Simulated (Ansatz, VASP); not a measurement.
One calculation of N, two programs

Contents of INCAR:

```
SYSTEM = N
PREC = Accurate ; ENCUT = 520
EDIFF = 1E-7 ; ISMEAR = -1
SIGMA = 0.02 ; LREAL = .False.
LASPH = .True. ; NELM = 100
ALGO = Normal ; ISIF = 2
LWAVE = .False. ; LCHARG = .False.
GGA = PE ; NBANDS = 12
```

The input KPOINTS:

```
Automatic mesh
0
Gamma
  6 6 6
  0 0 0
```

File POSCAR:

```
N
1.0
    2.5194737886      0.0000000000      0.0000000000
   -1.2597368943      2.1819283051      0.0000000000
    0.0000000000      0.0000000000      2.4460020000
N
2
Direct
    0.3333333333      0.6666666667      0.7500000000
    0.6666666667      0.3333333333      0.2500000000
```

Contents of input.yaml:

```yaml
crystal:
  lattice:
    - [2.5194737886, 0.0, 0.0]
    - [-1.2597368943, 2.1819283051, 0.0]
    - [0.0, 0.0, 2.446002]
  atoms:
    - { symbol: "N", position: [0.3333333333, 0.6666666667, 0.75] }
    - { symbol: "N", position: [0.6666666667, 0.3333333333, 0.25] }
kpoints:
  mp_grid: { grid: [6, 6, 6] }
scf:
  occupations: { method: fermi_dirac, width: 0.02 }
hamiltonian:
  xc: pbe
  pseudopotentials: { kind: all_electron, lapw: { basis_error: 0.002 } }
output:
  forces: true
  stress: true
  eigenvalues: true
```

The real solid is made of molecules; this cell is a model form.

Alike in both runs: task single point; functional PBE; k mesh 6 × 6 × 6; occupations fermi-dirac, width 0.02 eV; no spin polarisation.

```csv
,VASP,Ansatz
version,VASP 6.6.1,Ansatz 0.2.0
potentials or method,"VASP PAW PBE potentials, release 64 (N)","all-electron LAPW, scalar-relativistic"
plane-wave cutoff (eV),520,see its input
```

Ansatz gave:

* gap on the k mesh at the Fermi level (eV): none
* pressure (GPa): 12.6
* largest component of the traceless stress (GPa): 4.79

Problem. Which values does VASP return?

Solution. gap on the k mesh at the Fermi level (eV): none; pressure (GPa): 12.7; largest component of the traceless stress (GPa): 4.68.

A gap of «none» marks a metal or a gap that the smearing closes. Ansatz ran all-electron here, so the differences hold the error of VASP's frozen core and of both bases.

Caveats: the k mesh is coarse (spacing up to 0.48 Å⁻¹), so the values aren't converged.
